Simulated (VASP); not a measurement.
# KBr (Fm-3m) in VASP: settings compared

The runs below take KBr through dielectric tensor, band structure, with PBE, LDA.

Everything below comes from runs of VASP 6.6.1. Logs are shortened: lines on timing, memory, paths and dates and some standing lists are left out, and cuts for length are marked.

**Experimental background.**

A printed reference work, monograph reports, for a bulk crystal of KBr: high-frequency dielectric constant 2.36.

The results are compared with them further down.

## 1. The structure

It takes space group Fm-3m (No. 225, cubic). Conventional cell: a = 6.711 Å, b = 6.711 Å, c = 6.711 Å, α = 90.00°, β = 90.00°, γ = 90.00°. Around K (site symmetry m-3m) lie 6 Br at 3.36 Å. Br (site symmetry m-3m) is surrounded by 6 K at 3.36 Å.

## 2. Dielectric tensor, PBE

Input file INCAR:

```
SYSTEM = KBr
ALGO = Normal
EDIFF = 1E-8
ENCUT = 600
GGA = PE
ISIF = 2
ISMEAR = 0
LASPH = .TRUE.
LCHARG = .FALSE.
LEPSILON = .TRUE.
LREAL = .FALSE.
LWAVE = .FALSE.
NELM = 80
PREC = Accurate
SIGMA = 0.03
```

Input file KPOINTS:

```
k-points
0
Monkhorst
  12 12 12
  0 0 0
```

Input file POSCAR:

```
KBr                                     
1.0
   -0.0000000000      3.3552871617      3.3552871617
    3.3552871617     -0.0000000000      3.3552871617
    3.3552871617      3.3552871617     -0.0000000000
  K               Br            
     1     1
Direct
     0.0000000000000000    0.0000000000000000    1.0000000000000000
     0.5000000000000000    0.5000000000000000    0.5000000000000000
```

Potentials or basis: VASP PAW PBE potentials, release 64 (K_sv, Br).

Command:

```bash
$ cat potpaw_PBE.64/K_sv/POTCAR potpaw_PBE.64/Br/POTCAR > POTCAR
$ mpirun -np 1 vasp_std > vasp.out
```

OUTCAR:

```text
SYSTEM = KBr
   EDIFF = 1E-8
   ENCUT = 600
   GGA = PE
   ISIF = 2
   ISMEAR = 0
   LASPH = .TRUE.
   LEPSILON = .TRUE.
   LREAL = .FALSE.
   NELM = 80
   PREC = Accurate

 ion  position               nearest neighbor table
   1  0.000  0.000  0.000-
   2  0.500  0.500  0.500-

  LATTYP: Found a face centered cubic cell.
 ALAT       =     6.7105743234

  Lattice vectors:

 A1 = (   0.0000000000,   3.3552871617,   3.3552871617)
 A2 = (   3.3552871617,   0.0000000000,   3.3552871617)
 A3 = (   3.3552871617,   3.3552871617,   0.0000000000)

Analysis of symmetry for initial positions (statically):
=====================================================================
 Subroutine PRICEL returns:
 Original cell was already a primitive cell.

 Routine SETGRP: Setting up the symmetry group for a
 face centered cubic supercell.

 Subroutine GETGRP returns: Found 48 space group operations
 (whereof 48 operations were pure point group operations)
 out of a pool of 48 trial point group operations.

The static configuration has the point symmetry O_h .

Analysis of symmetry for dynamics (positions and initial velocities):
=====================================================================
 Subroutine PRICEL returns:
 Original cell was already a primitive cell.

 Routine SETGRP: Setting up the symmetry group for a
 face centered cubic supercell.

 Subroutine GETGRP returns: Found 48 space group operations
 (whereof 48 operations were pure point group operations)
 out of a pool of 48 trial point group operations.

The dynamic configuration has the point symmetry O_h .

 Subroutine INISYM returns: Found 48 space group operations
 (whereof 48 operations are pure point group operations),
 and found     1 'primitive' translations

----------------------------------------------------------------------------------------

                                     Primitive cell

  volume of cell :      75.5473

  direct lattice vectors                    reciprocal lattice vectors
[... 514 lines left out ...]
     3.355287162  3.355287162  0.000000000     0.149018542  0.149018542 -0.149018542

 POSITION                                       TOTAL-FORCE (eV/Angst)
 -----------------------------------------------------------------------------------
      0.00000      0.00000      0.00000         0.000000      0.000000     -0.000000
      3.35529      3.35529      3.35529        -0.000000      0.000000      0.000000
 -----------------------------------------------------------------------------------
    total drift:                                0.000000     -0.000000     -0.000000

  FREE ENERGIE OF THE ION-ELECTRON SYSTEM (eV)
  ---------------------------------------------------
  free  energy   TOTEN  =        -6.2237335592 eV

  energy  without entropy=       -6.2237335592  energy(sigma->0) =       -6.22373356

 HEAD OF MICROSCOPIC STATIC DIELECTRIC TENSOR (INDEPENDENT PARTICLE, excluding Hartree and local field effects)
 ------------------------------------------------------
           2.759704    -0.000000     0.000000
           0.000000     2.759704    -0.000000
          -0.000000     0.000000     2.759704
 ------------------------------------------------------

 Free energy of the ion-electron system (eV)
  ---------------------------------------------------
  ---------------------------------------------------
  free energy    TOTEN  =        -0.36317593 eV

  energy without entropy =       -0.36317593

------------------------ aborting loop because EDIFF is reached ----------------------------------------

--------------------------------------- Ionic step        2  -------------------------------------------

------------------------ aborting loop because EDIFF is reached ----------------------------------------

--------------------------------------- Ionic step        3  -------------------------------------------

 Free energy of the ion-electron system (eV)
  ---------------------------------------------------
  ---------------------------------------------------
  free energy    TOTEN  =        -0.36317582 eV

  energy without entropy =       -0.36317582

------------------------ aborting loop because EDIFF is reached ----------------------------------------

 PIEZOELECTRIC TENSOR FIELD DIRECTION 3  (e Angst)
 -----------------------------------------------------------------------------
    -0.00018  0.00000  0.00000           (  0.00000  0.00000  0.00000)
     0.00000 -0.00018 -0.00000           (  0.00000  0.00000  0.00000)
    -0.00000  0.00000 -0.00038           (  0.00000  0.00000  0.00001)

 PIEZOELECTRIC TENSOR FIELD DIRECTION 3  (C/m^2)
 -----------------------------------------------------------------------------
    -0.00004  0.00000  0.00000
     0.00000 -0.00004 -0.00000
    -0.00000  0.00000 -0.00008

 MACROSCOPIC STATIC DIELECTRIC TENSOR (including local field effects in DFT)
 ------------------------------------------------------
           2.495034     0.000000     0.000000
           0.000000     2.495034     0.000000
           0.000000     0.000000     2.495034
 ------------------------------------------------------

 PIEZOELECTRIC TENSOR (including local field effects)  for field in x, y, z        (e  Angst)
          XX          YY          ZZ          XY          YZ          ZX
  --------------------------------------------------------------------------------
  x     0.00000     0.00000     0.00000     0.00000     0.00000     0.00000
  y     0.00000     0.00000     0.00000     0.00000     0.00000     0.00000
  z     0.00000     0.00000     0.00000     0.00000     0.00000     0.00000

 PIEZOELECTRIC TENSOR (including local field effects)  for field in x, y, z        (C/m^2)
          XX          YY          ZZ          XY          YZ          ZX
  --------------------------------------------------------------------------------
  x     0.00000     0.00000     0.00000     0.00000     0.00000     0.00000
  y     0.00000     0.00000     0.00000     0.00000     0.00000     0.00000
  z     0.00000     0.00000     0.00000     0.00000     0.00000     0.00000

 BORN EFFECTIVE CHARGES (including local field effects) (in |e|, cummulative output)
 ---------------------------------------------------------------------------------
 ion    1
    1     1.13891     0.00000     0.00000
    2     0.00000     1.13891     0.00000
    3     0.00000     0.00000     1.13891
 ion    2
    1    -1.13891     0.00000     0.00000
    2     0.00000    -1.13891     0.00000
    3     0.00000     0.00000    -1.13891
```

OSZICAR:

```text
N       E                     dE             d eps       ncg     rms          rms(c)
DAV:   1     0.109697923880E+03    0.10970E+03   -0.74954E+03  4368   0.130E+03
DAV:   2     0.135614996103E+01   -0.10834E+03   -0.10041E+03  5180   0.276E+02
DAV:   3    -0.607517370181E+01   -0.74313E+01   -0.73920E+01  5588   0.666E+01
[... 12 lines left out ...]
RMM:   7    -0.362707383336E+00   -0.84071E-03   -0.30016E-04 27447   0.882E-02    0.181E-02
RMM:   8    -0.363162094425E+00   -0.45471E-03   -0.10722E-04 27630   0.470E-02    0.849E-03
RMM:   9    -0.363178228195E+00   -0.16134E-04   -0.50361E-05 27429   0.255E-02    0.127E-03
RMM:  10    -0.363176041465E+00    0.21867E-05   -0.22007E-05 29750   0.117E-02    0.141E-03
RMM:  11    -0.363176246590E+00   -0.20512E-06   -0.10777E-05 30453   0.444E-03    0.148E-03
RMM:  12    -0.363175821743E+00    0.42485E-06    0.86816E-07 30309   0.199E-03    0.143E-03
```

Run time: 40 min. Hardware: 1 thread of Intel Xeon 6975P-C (Granite Rapids), shared host; peak memory 1.3 GiB.

Results:

```yaml
Electronic_dielectric_tensor_diagonal: 2.50
Born_charges_mean_of_the_diagonal: K +1.14; Br -1.14 e
```

Electronic dielectric tensor:
```
2.50 0.00 0.00
0.00 2.50 0.00
0.00 0.00 2.50
```

Born effective charge tensors (e):
atom 1, K
```
1.14 0.00 0.00
0.00 1.14 0.00
0.00 0.00 1.14
```
atom 2, Br
```
-1.14  0.00  0.00
 0.00 -1.14  0.00
 0.00  0.00 -1.14
```

## 3. Band structure, PBE

This run uses another cell than the first one, of 35.28 Å³/atom, 0.934 times its volume.

Input file INCAR:

```
SYSTEM = KBr
PREC = Accurate ; ENCUT = 520
EDIFF = 1E-6 ; ISMEAR = 0
SIGMA = 0.03 ; LREAL = .False.
LASPH = .True. ; NELM = 80
ALGO = Fast ; ISIF = 2
LWAVE = .False. ; LCHARG = .False.
GGA = PE ; NBANDS = 15
```

Input file KPOINTS:

```
regular mesh
0
Gamma
  8 8 8
  0 0 0
```

Input file POSCAR:

```
KBr                                     
1.0
    0.0000000000      3.2798924877      3.2798924877
    3.2798924877      0.0000000000      3.2798924877
    3.2798924877      3.2798924877      0.0000000000
  K               Br            
     1     1
Direct
     0.0000000000000000    0.0000000000000000    0.0000000000000000
     0.5000000000000000    0.5000000000000000    0.5000000000000000
```

Input file KPOINTS_OPT:

```
explicit points
202
Reciprocal
 0.0000000000  0.0000000000  0.0000000000 1
 0.0555555556  0.0000000000  0.0555555556 1
 0.1111111111  0.0000000000  0.1111111111 1
 0.1666666667  0.0000000000  0.1666666667 1
 0.2222222222  0.0000000000  0.2222222222 1
 0.2777777778  0.0000000000  0.2777777778 1
[... 194 lines left out ...]
 0.4870016800  0.0129983200  0.5000000000 1
 0.5129983200 -0.0129983200  0.5000000000 1
```

Potentials or basis: VASP PAW PBE potentials, release 64 (K_sv, Br).

Command:

```bash
$ cat potpaw_PBE.64/K_sv/POTCAR potpaw_PBE.64/Br/POTCAR > POTCAR
$ mpirun -np 1 vasp_std > vasp.out
```

It took 77 s on 1 thread of Intel Xeon Platinum 8488C (Sapphire Rapids), shared host; peak memory 0.23 GiB.

It converged, with:

```yaml
Free_energy: -6.2075 eV
Pressure: 1.1 GPa
Band_gap_on_the_k_mesh: 4.48 eV, direct
Band_gap_along_the_path: 4.48 eV, direct
```

Levels at the corners of the path, in eV from the valence-band top:
```csv
point,band 5,band 6,band 7,band 8,band 9,band 10,band 11,band 12
Γ,-11.22,0.00,0.00,0.00,4.48,7.61,7.61,7.61
X,-11.26,-0.83,-0.29,-0.29,5.84,7.27,9.40,9.61
X,-11.26,-0.83,-0.29,-0.29,5.84,7.27,9.40,9.61
W,-11.12,-0.60,-0.60,-0.56,7.41,7.41,8.33,9.08
W,-11.12,-0.60,-0.60,-0.56,7.41,7.41,8.33,9.08
K,-11.14,-0.71,-0.66,-0.34,6.59,8.24,8.52,9.24
K,-11.14,-0.71,-0.66,-0.34,6.59,8.24,8.52,9.24
Γ,-11.22,0.00,0.00,0.00,4.48,7.61,7.61,7.61
Γ,-11.22,0.00,0.00,0.00,4.48,7.61,7.61,7.61
L,-10.96,-1.22,-0.35,-0.35,6.63,8.30,9.81,9.81
L,-10.96,-1.22,-0.35,-0.35,6.63,8.30,9.81,9.81
U,-11.14,-0.71,-0.66,-0.34,6.59,8.24,8.52,9.24
U,-11.14,-0.71,-0.66,-0.34,6.59,8.24,8.52,9.24
W,-11.12,-0.60,-0.60,-0.56,7.41,7.41,8.33,9.08
W,-11.12,-0.60,-0.60,-0.56,7.41,7.41,8.33,9.08
L,-10.96,-1.22,-0.35,-0.35,6.63,8.30,9.81,9.81
L,-10.96,-1.22,-0.35,-0.35,6.63,8.30,9.81,9.81
K,-11.14,-0.71,-0.66,-0.34,6.59,8.24,8.52,9.24
U,-11.14,-0.71,-0.66,-0.34,6.59,8.24,8.52,9.24
X,-11.26,-0.83,-0.29,-0.29,5.84,7.27,9.40,9.61
```

## 4. Band structure, LDA

This run uses another cell than the first one, of 35.28 Å³/atom, 0.934 times its volume.

INCAR: that of step 3 with these lines changed.

```diff
@@ -7,2 +7,2 @@
 LWAVE = .False. ; LCHARG = .False.
-GGA = PE ; NBANDS = 15
+NBANDS = 15
```

KPOINTS is that of step 3.

POSCAR is that of step 3.

KPOINTS_OPT is that of step 3.

Potentials or basis: VASP PAW LDA potentials, release 64 (K_sv, Br).

Command:

```bash
$ cat potpaw_LDA.64/K_sv/POTCAR potpaw_LDA.64/Br/POTCAR > POTCAR
$ mpirun -np 1 vasp_std > vasp.out
```

OUTCAR:

```text
SYSTEM = KBr
   PREC = Accurate
   ENCUT = 520
   EDIFF = 1E-6
   ISMEAR = 0
   LREAL = .False.
   LASPH = .True.
   NELM = 80
   ISIF = 2

 ion  position               nearest neighbor table
   1  0.000  0.000  0.000-   2 3.28   2 3.28   2 3.28   2 3.28   2 3.28   2 3.28
   2  0.500  0.500  0.500-   1 3.28   1 3.28   1 3.28   1 3.28   1 3.28   1 3.28

  LATTYP: Found a face centered cubic cell.
 ALAT       =     6.5597849754

  Lattice vectors:

 A1 = (   0.0000000000,   3.2798924877,   3.2798924877)
 A2 = (   3.2798924877,   0.0000000000,   3.2798924877)
 A3 = (   3.2798924877,   3.2798924877,   0.0000000000)

[... 619 lines left out ...]

  FORCE on cell =-STRESS in cart. coord.  units (eV):
  Direction    XX          YY          ZZ          XY          YZ          ZX
  --------------------------------------------------------------------------------------
  -------------------------------------------------------------------------------------
  Total       -0.6063577     -0.6063577     -0.6063577     -0.0000000      0.0000000      0.0000000
  in kB      -13.7667264    -13.7667264    -13.7667264     -0.0000000      0.0000000      0.0000000
  external PRESSURE =     -13.7667264 kB  Pullay stress =       0.0000000 kB

 VOLUME and BASIS-vectors are now :
 -----------------------------------------------------------------------------
  energy-cutoff  :      520.00
  volume of cell :       70.57
      direct lattice vectors                 reciprocal lattice vectors
     0.000000000  3.279892488  3.279892488    -0.152444021  0.152444021  0.152444021
     3.279892488  0.000000000  3.279892488     0.152444021 -0.152444021  0.152444021
     3.279892488  3.279892488  0.000000000     0.152444021  0.152444021 -0.152444021

 POSITION                                       TOTAL-FORCE (eV/Angst)
 -----------------------------------------------------------------------------------
      0.00000      0.00000      0.00000         0.000000      0.000000      0.000000
      3.27989      3.27989      3.27989        -0.000000     -0.000000     -0.000000
 -----------------------------------------------------------------------------------
    total drift:                                0.000000      0.000000      0.000000

  FREE ENERGIE OF THE ION-ELECTRON SYSTEM (eV)
  ---------------------------------------------------
  free  energy   TOTEN  =        -6.8093172848 eV

  energy  without entropy=       -6.8093172848  energy(sigma->0) =       -6.80931728
```

stdout:

```text
POSCAR found type information on POSCAR K Br
 POSCAR found :  2 types and       2 ions
 scaLAPACK will be used
 LDA part: xc-table for (Slater(with rela. corr.)+CA(PZ))
 , standard interpolation
 POSCAR, INCAR and KPOINTS ok, starting setup
 FFT: planning ... GRIDC
 FFT: planning ... GRID_SOFT
 FFT: planning ... GRID
 WAVECAR not read
 entering main loop
 Start KPOINTS_OPT (optional k-point list driver)
k-point batch [1-29\202]
k-point batch [30-58\202]
k-point batch [59-87\202]
k-point batch [88-116\202]
k-point batch [117-145\202]
k-point batch [146-174\202]
k-point batch [175-202\202]
```

Run time: 72 s. Hardware: 1 thread of Intel Xeon Platinum 8488C (Sapphire Rapids), shared host; peak memory 0.2 GiB.

Results:

- Free energy: -6.8093 eV
- Pressure: -1.4 GPa
- Band gap on the k mesh: 4.09 eV, direct
- Band gap along the path: 4.09 eV, direct

Levels at the corners of the path, in eV from the valence-band top:
| point | band 4 | band 5 | band 6 | band 7 | band 8 | band 9 | band 10 | band 11 | band 12 | band 13 |
| --- | --- | --- | --- | --- | --- | --- | --- | --- | --- | --- |
| Γ | -11.09 | -11.09 | 0.00 | 0.00 | 0.00 | 4.09 | 7.35 | 7.35 | 7.35 | 8.23 |
| X | -11.13 | -11.13 | -0.87 | -0.30 | -0.30 | 5.53 | 6.93 | 9.22 | 9.25 | 9.53 |
| X | -11.13 | -11.13 | -0.87 | -0.30 | -0.30 | 5.53 | 6.93 | 9.22 | 9.25 | 9.53 |
| W | -11.16 | -11.00 | -0.63 | -0.63 | -0.59 | 7.11 | 7.11 | 8.03 | 8.80 | 10.55 |
| W | -11.16 | -11.00 | -0.63 | -0.63 | -0.59 | 7.11 | 7.11 | 8.03 | 8.80 | 10.55 |
| K | -11.12 | -11.02 | -0.75 | -0.70 | -0.36 | 6.29 | 7.92 | 8.21 | 8.99 | 9.86 |
| K | -11.12 | -11.02 | -0.75 | -0.70 | -0.36 | 6.29 | 7.92 | 8.21 | 8.99 | 9.86 |
| Γ | -11.09 | -11.09 | 0.00 | 0.00 | 0.00 | 4.09 | 7.35 | 7.35 | 7.35 | 8.23 |
| Γ | -11.09 | -11.09 | 0.00 | 0.00 | 0.00 | 4.09 | 7.35 | 7.35 | 7.35 | 8.23 |
| L | -11.09 | -10.85 | -1.29 | -0.37 | -0.37 | 6.29 | 8.00 | 9.57 | 9.57 | 9.88 |
| L | -11.09 | -10.85 | -1.29 | -0.37 | -0.37 | 6.29 | 8.00 | 9.57 | 9.57 | 9.88 |
| U | -11.12 | -11.02 | -0.75 | -0.70 | -0.36 | 6.29 | 7.92 | 8.21 | 8.99 | 9.86 |
| U | -11.12 | -11.02 | -0.75 | -0.70 | -0.36 | 6.29 | 7.92 | 8.21 | 8.99 | 9.86 |
| W | -11.16 | -11.00 | -0.63 | -0.63 | -0.59 | 7.11 | 7.11 | 8.03 | 8.80 | 10.55 |
| W | -11.16 | -11.00 | -0.63 | -0.63 | -0.59 | 7.11 | 7.11 | 8.03 | 8.80 | 10.55 |
| L | -11.09 | -10.85 | -1.29 | -0.37 | -0.37 | 6.29 | 8.00 | 9.57 | 9.57 | 9.88 |
| L | -11.09 | -10.85 | -1.29 | -0.37 | -0.37 | 6.29 | 8.00 | 9.57 | 9.57 | 9.88 |
| K | -11.12 | -11.02 | -0.75 | -0.70 | -0.36 | 6.29 | 7.92 | 8.21 | 8.99 | 9.86 |
| U | -11.12 | -11.02 | -0.75 | -0.70 | -0.36 | 6.29 | 7.92 | 8.21 | 8.99 | 9.86 |
| X | -11.13 | -11.13 | -0.87 | -0.30 | -0.30 | 5.53 | 6.93 | 9.22 | 9.25 | 9.53 |

## 5. The runs side by side

```tsv
task	level	potentials or basis	cell	k mesh	cutoff (eV)	monkhorst-Pack mesh	further INCAR settings	gap on the mesh (eV)	pressure (GPa)
dielectric tensor	PBE	VASP PAW PBE potentials, release 64 (K_sv, Br)	Fm-3m, 37.77 Å³/atom	12 × 12 × 12	600	yes	ALGO = Normal; EDIFF = 1e-08	-	-
band structure	PBE	VASP PAW PBE potentials, release 64 (K_sv, Br)	Fm-3m, 35.28 Å³/atom	8 × 8 × 8	520	-	ALGO = Fast; EDIFF = 1e-06; NBANDS = 15	4.48	1.1
band structure	LDA	VASP PAW LDA potentials, release 64 (K_sv, Br)	Fm-3m, 35.28 Å³/atom	8 × 8 × 8	520	-	ALGO = Fast; EDIFF = 1e-06; NBANDS = 15	4.09	-1.4
```

Alike in all rows: no spin polarisation; smearing gaussian 0.03 eV.

Absolute energies hang on the potentials; compare differences alone.

## 6. Comparison with measurements

Step 2. Measured high-frequency dielectric constant of KBr: 2.36 (a printed reference work, monograph). This calculation gives 2.50 (+5.7 %).
